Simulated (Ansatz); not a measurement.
Crystal: AlN.

```
Al N
1.0
     3.31212    0.00000    0.00000
    -1.65606    2.86838    0.00000
     0.00000    0.00000    4.18756
Al N
2 2
Direct
  0.66667 0.33333 0.25000
  0.33333 0.66667 0.75000
  0.66667 0.33333 0.75000
  0.33333 0.66667 0.25000
```

Measurements of this composition are mostly on another form, of space group No. 186.

Base run:

- Program: Ansatz 0.2.0
- Functional: PBEsol
- Potentials or basis: Ansatz PAW
- Cutoff: 420 eV (not typed: the program's choice for these potentials)
- k mesh: 9 × 9 × 7
- Occupations: fermi-dirac, width 0.05 eV
- Spin: no spin polarisation

Its results: band gap on the k mesh 3.17 eV, direct; pressure -3.5 GPa.

**Question.** The run is repeated on the same cell with these changes: functional from PBEsol to r2SCAN; cutoff from 420 eV (not typed: the program's choice for these potentials) to 500 eV (not typed: the program's choice for these potentials). What comes out?

**Answer.** Band gap on the k mesh 3.83 eV, direct; pressure -5.1 GPa.

r2SCAN gives the wider gap, since meta-GGAs in the generalised Kohn-Sham scheme recover part of the derivative discontinuity.

Caveats: the PAW data sets come from PBE, with cores solved anew for the run's functional, which leaves a small shift of forces and pressure.
